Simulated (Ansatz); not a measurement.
Consider GeO$_{2}$ (space group P3_121, No. 152; a = 5.093 Å, c = 5.769 Å).

Calculations: Ansatz (an electronic-structure program), PBE, PAW, cutoff 420 eV, no spin-orbit coupling, earlier PAW set.

Base values:

| Property | Result |
|---|---|
| Density | 4.02 g/cm³ |
| Band gap | 3.21 eV |

One thing is altered: a negative pressure, −1 GPa.

How does this affect the density?

The density shrinks by 0.11 g/cm³ to 3.91 g/cm³.

What happens to the band gap?

The band gap decreases by 0.057 eV (3.21 eV → 3.16 eV).

Load acts through the strain it causes; cell and atoms are relaxed under it. Stability against distortions was not tested.
